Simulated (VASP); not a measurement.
# W (Fm-3m) in VASP: notebook, part 2 of 8

VASP 6.6.1.

## 4. Equation of state, PBE, 16.23 Å³/atom

Contents of INCAR:

```
  PREC = Accurate
  ENCUT = 900
  EDIFF = 1E-8
  ISMEAR = 0
  SIGMA = 0.1
  LREAL = False
  LASPH = True
  NELM = 100
  ALGO = Normal
  ISIF = 2
  LWAVE = False
  LCHARG = False
  GGA = PE
  ADDGRID = False
```

Contents of KPOINTS:

```
Automatic mesh
0
Gamma
  17 17 17
```

Contents of POSCAR:

```
W
1.0
    0.0000000000      2.0094935475      2.0094935475
    2.0094935475      0.0000000000      2.0094935475
    2.0094935475      2.0094935475      0.0000000000
W
1
Direct
    0.0000000000      0.0000000000      0.0000000000
```

Potentials or basis: VASP PAW PBE potentials, release 64 (W_sv).

Launch:

```bash
$ cat potpaw_PBE.64/W_sv/POTCAR > POTCAR
$ mpirun -np 1 vasp_std > vasp.out
```

OUTCAR:

```text
PREC = Accurate
   ENCUT = 900
   EDIFF = 1E-8
   ISMEAR = 0
   LREAL = False
   LASPH = True
   NELM = 100
   ISIF = 2
   GGA = PE

 ion  position               nearest neighbor table
   1  0.000  0.000  0.000-

  LATTYP: Found a face centered cubic cell.
 ALAT       =     4.0189870950

  Lattice vectors:

 A1 = (   0.0000000000,   2.0094935475,   2.0094935475)
 A2 = (   2.0094935475,   0.0000000000,   2.0094935475)
 A3 = (   2.0094935475,   2.0094935475,   0.0000000000)

Analysis of symmetry for initial positions (statically):
=====================================================================
 Subroutine PRICEL returns:
 Original cell was already a primitive cell.

 Routine SETGRP: Setting up the symmetry group for a
 face centered cubic supercell.

 Subroutine GETGRP returns: Found 48 space group operations
 (whereof 48 operations were pure point group operations)
 out of a pool of 48 trial point group operations.

The static configuration has the point symmetry O_h .

Analysis of symmetry for dynamics (positions and initial velocities):
=====================================================================
 Subroutine PRICEL returns:
 Original cell was already a primitive cell.

 Routine SETGRP: Setting up the symmetry group for a
 face centered cubic supercell.

 Subroutine GETGRP returns: Found 48 space group operations
 (whereof 48 operations were pure point group operations)
 out of a pool of 48 trial point group operations.

The dynamic configuration has the point symmetry O_h .

 Subroutine INISYM returns: Found 48 space group operations
 (whereof 48 operations are pure point group operations),
 and found     1 'primitive' translations

----------------------------------------------------------------------------------------

                                     Primitive cell

  volume of cell :      16.2289

  direct lattice vectors                    reciprocal lattice vectors
     0.000000000  2.009493547  2.009493547    -0.248818913  0.248818913  0.248818913
     2.009493547  0.000000000  2.009493547     0.248818913 -0.248818913  0.248818913
     2.009493547  2.009493547  0.000000000     0.248818913  0.248818913 -0.248818913

  length of vectors
     2.841853028  2.841853028  2.841853028     0.430966999  0.430966999  0.430966999

  position of ions in fractional coordinates (direct lattice)
     0.000000000  0.000000000  0.000000000

  ion indices of the primitive-cell ions
   primitive index   ion index
                 1           1

----------------------------------------------------------------------------------------

 KPOINTS: Automatic mesh

Automatic generation of k-mesh.
 Grid dimensions read from file:
 generate k-points for:   17   17   17

 Generating k-lattice:

  Cartesian coordinates                     Fractional coordinates (reciprocal lattice)
    -0.014636407  0.014636407  0.014636407     0.058823529  0.000000000  0.000000000
     0.014636407 -0.014636407  0.014636407     0.000000000  0.058823529  0.000000000
     0.014636407  0.014636407 -0.014636407     0.000000000  0.000000000  0.058823529

  Length of vectors
     0.025351000  0.025351000  0.025351000

  Shift w.r.t. Gamma in fractional coordinates (k-lattice)
     0.000000000  0.000000000  0.000000000

 Subroutine IBZKPT returns following result:
 ===========================================

 Found    165 irreducible k-points:

 Following reciprocal coordinates:
            Coordinates               Weight
  0.000000  0.000000  0.000000      1.000000
  0.058824  0.000000  0.000000      8.000000
  0.117647  0.000000  0.000000      8.000000
  0.176471  0.000000  0.000000      8.000000
  0.235294  0.000000  0.000000      8.000000
  0.294118  0.000000  0.000000      8.000000
[... 16 lines left out ...]
 -0.176471  0.058824  0.000000     24.000000
 -0.117647  0.058824  0.000000     24.000000
 [... further k-points ...]
   k-points           NKPTS =    165   k-points in BZ     NKDIM =    165   number of bands    NBANDS=     11
   number of dos      NEDOS =    301   number of ions     NIONS =      1
   total plane-waves  NPLWV =  21952
   dimension x,y,z NGX =    28 NGY =   28 NGZ =   28
   dimension x,y,z NGXF=    56 NGYF=   56 NGZF=   56
   ions per type =               1
   NGX,Y,Z   is equivalent  to a cutoff of  16.38, 16.38, 16.38 a.u.
   NGXF,Y,Z  is equivalent  to a cutoff of  32.76, 32.76, 32.76 a.u.
 SYSTEM =  unknown system
   PREC   = accura    normal or accurate (medium, high low for compatibility)
   ISTART =      0    job   : 0-new  1-cont  2-samecut
   ICHARG =      2    charge: 1-file 2-atom 10-const
   ISPIN  =      1    spin polarized calculation?
   LNONCOLLINEAR =      F non collinear calculations
   LSORBIT =      F    spin-orbit coupling
   LASPH  =      T    aspherical Exc in radial PAW
   ENCUT  =  900.0 eV  66.15 Ry    8.13 a.u.   6.95  6.95  6.95*2*pi/ulx,y,z
   NELM   =    100;   NELMIN=  2; NELMDL= -5     # of ELM steps
   EDIFF  = 0.1E-07   stopping-criterion for ELM
   LREAL  =      F    real-space projection
   EDIFFG = 0.1E-06   stopping-criterion for IOM
   NSW    =      0    number of steps for IOM
   IBRION =     -1    ionic relax: 0-MD 1-quasi-New 2-CG
   NFREE  =      0    steps in history (QN), initial steepest desc. (CG)
   ISIF   =      2    stress and relaxation
   ISYM   =      2    0-nonsym 1-usesym 2-fastsym
   POTIM  = 0.5000    time-step for ionic-motion
   TEBEG  =    0.0;   TEEND  =   0.0 temperature during run
   PSTRESS=    0.0 pullay stress
   NELECT =      14.0000    total number of electrons
   NUPDOWN=      -1.0000    fix difference up-down
   EMIN   =  10.00;   EMAX   =-10.00  energy-range for DOS
   EFERMI =   0.00;   METHOD = LEGACY
   ISMEAR =     0;   SIGMA  =   0.10  broadening in eV -4-tet -1-fermi 0-gaus
   EFERMI_NEDOS =   21; number of points for ismear=-14 and -15
   IALGO  =     38    algorithm
   IMIX   =      4    mixing-type and parameters
     AMIX     =   0.40;   BMIX     =  1.00
     AMIX_MAG =   1.60;   BMIX_MAG =  1.00
  volume/ion in A,a.u.               =      16.23       109.52
  Fermi-wavevector in a.u.,A,eV,Ry     =   1.558431  2.945007 33.044565  2.428707
  Thomas-Fermi vector in A             =   2.661936
   LORBIT       =      0    0 simple, 1 ext, 2 COOP (PROOUT), +10 PAW based schemes
   GGA     = PE    functional components
   LHFCALC =     F    Hartree Fock is set to
   AEXX    =    0.0000 exact exchange contribution
   IVDW    =     0    specifies the selected vdW correction
   LEPSILON=     F    determine dielectric tensor
   LRPA    =     F    only Hartree local field effects (RPA)
 non-spin polarized calculation
 Gauss-broadening in eV      SIGMA  =   0.10
  energy-cutoff  :      900.00
  volume of cell :       16.23
 maximum number of plane-waves:      1011
   NGX = 13   NGY = 13   NGZ = 13

 number of electron      14.0000000 magnetization

 Free energy of the ion-electron system (eV)
  ---------------------------------------------------
  ext. energy  EPLUGINS =         0.00000000
  ---------------------------------------------------
  free energy    TOTEN  =       -12.46831795 eV

  energy without entropy =      -12.46088966  energy(sigma->0) =      -12.46460380

 E-fermi :  10.6446     XC(G=0): -13.4973

 val. band max:       10.6439529836   @ k =   0.2353   0.2353   0.0000
 cond. band min:      10.6447861457   @ k =  -0.4118   0.3529   0.0000
 fundamental gap:      0.0008331621
 Fermi energy:        10.6446417201

 k-point     1 :       0.0000    0.0000    0.0000
  band No.  band energies     occupation
      1     -63.0056      2.00000
      2     -26.6221      2.00000
      3     -26.6221      2.00000
      4     -26.6221      2.00000
      5       1.5928      2.00000
      6      10.0739      2.00000
      7      10.0739      2.00000
      8      10.0739      2.00000
      9      13.2493      0.00000
     10      13.2493      0.00000
     11      23.4457      0.00000
[... 309 lines left out ...]
 k-point    24 :      -0.1176    0.0588    0.0000
  band No.  band energies     occupation
      1     -62.9832      2.00000
      2     -26.8607      2.00000
      3     -26.6833      2.00000
      4     -26.6420      2.00000
      5       2.5236      2.00000
      6       9.4110      2.00000
      7      10.4701      1.98643
      8      10.4772      1.98212
      9      12.6316      0.00000
     10      13.2865      0.00000
     11      25.1507      0.00000

 [... further k-points ...]

------------------------ aborting loop because EDIFF is reached ----------------------------------------

  FORCE on cell =-STRESS in cart. coord.  units (eV):
  Direction    XX          YY          ZZ          XY          YZ          ZX
  --------------------------------------------------------------------------------------
  -------------------------------------------------------------------------------------
  Total        0.4572790      0.4572790      0.4572790      0.0000000      0.0000000      0.0000000
  in kB       45.1442055     45.1442055     45.1442055      0.0000000      0.0000000      0.0000000
  external PRESSURE =      45.1442055 kB  Pullay stress =       0.0000000 kB

 VOLUME and BASIS-vectors are now :
 -----------------------------------------------------------------------------
  energy-cutoff  :      900.00
  volume of cell :       16.23
      direct lattice vectors                 reciprocal lattice vectors
     0.000000000  2.009493547  2.009493547    -0.248818913  0.248818913  0.248818913
     2.009493547  0.000000000  2.009493547     0.248818913 -0.248818913  0.248818913
     2.009493547  2.009493547  0.000000000     0.248818913  0.248818913 -0.248818913

 POSITION                                       TOTAL-FORCE (eV/Angst)
 -----------------------------------------------------------------------------------
      0.00000      0.00000      0.00000         0.000000      0.000000      0.000000
 -----------------------------------------------------------------------------------
    total drift:                               -0.000000     -0.000000     -0.000000

  FREE ENERGIE OF THE ION-ELECTRON SYSTEM (eV)
  ---------------------------------------------------
  free  energy   TOTEN  =       -12.4683179504 eV

  energy  without entropy=      -12.4608896576  energy(sigma->0) =      -12.46460380
```

stdout:

```text
POSCAR found type information on POSCAR W
 POSCAR found :  1 types and       1 ions
 scaLAPACK will be used
 LDA part: xc-table for (Slater+PW92), standard interpolation
 POSCAR, INCAR and KPOINTS ok, starting setup
 FFT: planning ... GRIDC
 FFT: planning ... GRID_SOFT
 FFT: planning ... GRID
 WAVECAR not read
 entering main loop
```

Run time: 38 s. Hardware: 1 thread of Intel Xeon Platinum 8488C (Sapphire Rapids), shared host; peak memory 0.22 GiB.

Results:

```yaml
Free_energy: -12.4683 eV
Pressure: 4.5 GPa
Band_gap_on_the_k_mesh: none (metal or under the smearing width)
```

## 5. Equation of state, PBE, 17.23 Å³/atom

INCAR is that of step 4.

KPOINTS is that of step 4.

Contents of POSCAR:

```
W
1.0
    0.0000000000      2.0501003171      2.0501003171
    2.0501003171      0.0000000000      2.0501003171
    2.0501003171      2.0501003171      0.0000000000
W
1
Direct
    0.0000000000      0.0000000000      0.0000000000
```

Launch:

```bash
$ cat potpaw_PBE.64/W_sv/POTCAR > POTCAR
$ mpirun -np 1 vasp_std > vasp.out
```

Run time: 37 s. Hardware: 1 thread of Intel Xeon Platinum 8488C (Sapphire Rapids), shared host; peak memory 0.21 GiB.

It converged, with:

- Free energy: -12.4446 eV
- Pressure: -11.4 GPa
- Band gap on the k mesh: none (metal or under the smearing width)

## 6. Equation of state, PBE, 16.23 Å³/atom

Edit INCAR of step 5 so:

```diff
@@ -1,4 +1,4 @@
   PREC = Accurate
-  ENCUT = 900
-  EDIFF = 1E-8
+  ENCUT = 500
+  EDIFF = 1E-7
   ISMEAR = 0
```

Contents of KPOINTS:

```
Automatic mesh
0
Gamma
  12 12 12
```

Contents of POSCAR:

```
W
1.0
    0.0000000000      2.0094935475      2.0094935475
    2.0094935475      0.0000000000      2.0094935475
    2.0094935475      2.0094935475      0.0000000000
W
1
Direct
    0.0000000000      0.0000000000      0.0000000000
```

Potentials or basis: VASP PAW PBE potentials, release 64 (W_sv).

Launch:

```bash
$ cat potpaw_PBE.64/W_sv/POTCAR > POTCAR
$ mpirun -np 1 vasp_std > vasp.out
```

Run time: 7.9 s. Hardware: 1 thread of Intel Xeon Platinum 8488C (Sapphire Rapids), shared host; peak memory 0.14 GiB.

The run converged, but some of its settings lie outside the range that counts as converged, so its numbers aren't taken as properties of the crystal.

What came out:

| Item | Value |
| --- | --- |
| Free energy | -12.4712 eV |
| Pressure | 3.9 GPa |
| Band gap on the k mesh | none (metal or under the smearing width) |

## 7. Equation of state, PBE, 17.23 Å³/atom

INCAR is that of step 6.

KPOINTS is that of step 6.

Contents of POSCAR:

```
W
1.0
    0.0000000000      2.0501003171      2.0501003171
    2.0501003171      0.0000000000      2.0501003171
    2.0501003171      2.0501003171      0.0000000000
W
1
Direct
    0.0000000000      0.0000000000      0.0000000000
```

Launch:

```bash
$ cat potpaw_PBE.64/W_sv/POTCAR > POTCAR
$ mpirun -np 1 vasp_std > vasp.out
```

Wall time 7.4 s (1 thread of Intel Xeon Platinum 8488C (Sapphire Rapids), shared host); peak memory 0.15 GiB.

The run converged, but some of its settings lie outside the range that counts as converged, so its numbers aren't taken as properties of the crystal.

What came out:

```yaml
Free_energy: -12.4436 eV
Pressure: -12.1 GPa
Band_gap_on_the_k_mesh: none (metal or under the smearing width)
```

## 8. Equation of state, PBE, 16.23 Å³/atom

INCAR is that of step 7.

Contents of KPOINTS:

```
Automatic mesh
0
Gamma
  15 15 15
```

Contents of POSCAR:

```
W
1.0
    0.0000000000      2.0094935475      2.0094935475
    2.0094935475      0.0000000000      2.0094935475
    2.0094935475      2.0094935475      0.0000000000
W
1
Direct
    0.0000000000      0.0000000000      0.0000000000
```

Launch:

```bash
$ cat potpaw_PBE.64/W_sv/POTCAR > POTCAR
$ mpirun -np 1 vasp_std > vasp.out
```

Wall time 10 s (1 thread of Intel Xeon Platinum 8488C (Sapphire Rapids), shared host); peak memory 0.15 GiB.

The run converged, but some of its settings lie outside the range that counts as converged, so its numbers aren't taken as properties of the crystal.

What came out:

```
Free energy            : -12.4740 eV
Pressure               : 4.1 GPa
Band gap on the k mesh : none (metal or under the smearing width)
```

## 9. Equation of state, PBE, 17.23 Å³/atom

INCAR is that of step 8.

KPOINTS is that of step 8.

Contents of POSCAR:

```
W
1.0
    0.0000000000      2.0501003171      2.0501003171
    2.0501003171      0.0000000000      2.0501003171
    2.0501003171      2.0501003171      0.0000000000
W
1
Direct
    0.0000000000      0.0000000000      0.0000000000
```

Potentials or basis: VASP PAW PBE potentials, release 64 (W_sv).

Launch:

```bash
$ cat potpaw_PBE.64/W_sv/POTCAR > POTCAR
$ mpirun -np 1 vasp_std > vasp.out
```

Wall time 12 s (1 thread of Intel Xeon Platinum 8488C (Sapphire Rapids), shared host); peak memory 0.15 GiB.

These settings aren't checked as converged: the numbers below hold their error.

Results:

| Item | Value |
| --- | --- |
| Free energy | -12.4475 eV |
| Pressure | -11.9 GPa |
| Band gap on the k mesh | none (metal or under the smearing width) |

## 10. Equation of state, PBE, 16.23 Å³/atom

Edit INCAR of step 9 so:

```diff
@@ -1,3 +1,3 @@
   PREC = Accurate
-  ENCUT = 500
+  ENCUT = 600
   EDIFF = 1E-7
```

KPOINTS is that of step 9.

Contents of POSCAR:

```
W
1.0
    0.0000000000      2.0094935475      2.0094935475
    2.0094935475      0.0000000000      2.0094935475
    2.0094935475      2.0094935475      0.0000000000
W
1
Direct
    0.0000000000      0.0000000000      0.0000000000
```

Launch:

```bash
$ cat potpaw_PBE.64/W_sv/POTCAR > POTCAR
$ mpirun -np 1 vasp_std > vasp.out
```

It took 11 s on 1 thread of Intel Xeon Platinum 8488C (Sapphire Rapids), shared host; peak memory 0.15 GiB.

These settings aren't checked as converged: the numbers below hold their error.

Results:

```
Free energy            : -12.4742 eV
Pressure               : 4.2 GPa
Band gap on the k mesh : none (metal or under the smearing width)
```

## 11. Equation of state, PBE, 17.23 Å³/atom

INCAR is that of step 10.

KPOINTS is that of step 10.

Contents of POSCAR:

```
W
1.0
    0.0000000000      2.0501003171      2.0501003171
    2.0501003171      0.0000000000      2.0501003171
    2.0501003171      2.0501003171      0.0000000000
W
1
Direct
    0.0000000000      0.0000000000      0.0000000000
```

Launch:

```bash
$ cat potpaw_PBE.64/W_sv/POTCAR > POTCAR
$ mpirun -np 1 vasp_std > vasp.out
```

It took 11 s on 1 thread of Intel Xeon Platinum 8488C (Sapphire Rapids), shared host; peak memory 0.16 GiB.

The run converged, but some of its settings lie outside the range that counts as converged, so its numbers aren't taken as properties of the crystal.

What came out:

```
Free energy            : -12.4475 eV
Pressure               : -11.9 GPa
Band gap on the k mesh : none (metal or under the smearing width)
```

## 12. Equation of state, PBE, 16.23 Å³/atom

Edit INCAR of step 11 so:

```diff
@@ -1,3 +1,3 @@
   PREC = Accurate
-  ENCUT = 600
+  ENCUT = 500
   EDIFF = 1E-7
```

Contents of KPOINTS:

```
Automatic mesh
0
Gamma
  17 17 17
```

Contents of POSCAR:

```
W
1.0
    0.0000000000      2.0094935475      2.0094935475
    2.0094935475      0.0000000000      2.0094935475
    2.0094935475      2.0094935475      0.0000000000
W
1
Direct
    0.0000000000      0.0000000000      0.0000000000
```

Potentials or basis: VASP PAW PBE potentials, release 64 (W_sv).

Launch:

```bash
$ cat potpaw_PBE.64/W_sv/POTCAR > POTCAR
$ mpirun -np 1 vasp_std > vasp.out
```

Run time: 14 s. Hardware: 1 thread of Intel Xeon Platinum 8488C (Sapphire Rapids), shared host; peak memory 0.16 GiB.

The run converged, but some of its settings lie outside the range that counts as converged, so its numbers aren't taken as properties of the crystal.

What came out:

| Item | Value |
| --- | --- |
| Free energy | -12.4682 eV |
| Pressure | 4.5 GPa |
| Band gap on the k mesh | none (metal or under the smearing width) |

## 13. Equation of state, PBE, 17.23 Å³/atom

INCAR is that of step 12.

KPOINTS is that of step 12.

Contents of POSCAR:

```
W
1.0
    0.0000000000      2.0501003171      2.0501003171
    2.0501003171      0.0000000000      2.0501003171
    2.0501003171      2.0501003171      0.0000000000
W
1
Direct
    0.0000000000      0.0000000000      0.0000000000
```

Launch:

```bash
$ cat potpaw_PBE.64/W_sv/POTCAR > POTCAR
$ mpirun -np 1 vasp_std > vasp.out
```

Wall time 14 s (1 thread of Intel Xeon Platinum 8488C (Sapphire Rapids), shared host); peak memory 0.16 GiB.

These settings aren't checked as converged: the numbers below hold their error.

Results:

| Quantity | Value |
| --- | --- |
| Free energy | -12.4446 eV |
| Pressure | -11.4 GPa |
| Band gap on the k mesh | none (metal or under the smearing width) |

## 14. Equation of state, PBE, 16.23 Å³/atom

Edit INCAR of step 13 so:

```diff
@@ -1,3 +1,3 @@
   PREC = Accurate
-  ENCUT = 500
+  ENCUT = 600
   EDIFF = 1E-7
```

KPOINTS is that of step 13.

Contents of POSCAR:

```
W
1.0
    0.0000000000      2.0094935475      2.0094935475
    2.0094935475      0.0000000000      2.0094935475
    2.0094935475      2.0094935475      0.0000000000
W
1
Direct
    0.0000000000      0.0000000000      0.0000000000
```

Launch:

```bash
$ cat potpaw_PBE.64/W_sv/POTCAR > POTCAR
$ mpirun -np 1 vasp_std > vasp.out
```

Run time: 16 s. Hardware: 1 thread of Intel Xeon Platinum 8488C (Sapphire Rapids), shared host; peak memory 0.16 GiB.

The run converged, but some of its settings lie outside the range that counts as converged, so its numbers aren't taken as properties of the crystal.

What came out:

```yaml
Free_energy: -12.4683 eV
Pressure: 4.5 GPa
Band_gap_on_the_k_mesh: none (metal or under the smearing width)
```

## 15. Equation of state, PBE, 17.23 Å³/atom

INCAR is that of step 14.

KPOINTS is that of step 14.

Contents of POSCAR:

```
W
1.0
    0.0000000000      2.0501003171      2.0501003171
    2.0501003171      0.0000000000      2.0501003171
    2.0501003171      2.0501003171      0.0000000000
W
1
Direct
    0.0000000000      0.0000000000      0.0000000000
```

Potentials or basis: VASP PAW PBE potentials, release 64 (W_sv).

Launch:

```bash
$ cat potpaw_PBE.64/W_sv/POTCAR > POTCAR
$ mpirun -np 1 vasp_std > vasp.out
```

Run time: 16 s. Hardware: 1 thread of Intel Xeon Platinum 8488C (Sapphire Rapids), shared host; peak memory 0.16 GiB.

These settings aren't checked as converged: the numbers below hold their error.

Results:

| Quantity | Value |
| --- | --- |
| Free energy | -12.4446 eV |
| Pressure | -11.4 GPa |
| Band gap on the k mesh | none (metal or under the smearing width) |

(Continued in part 3 of 8.)
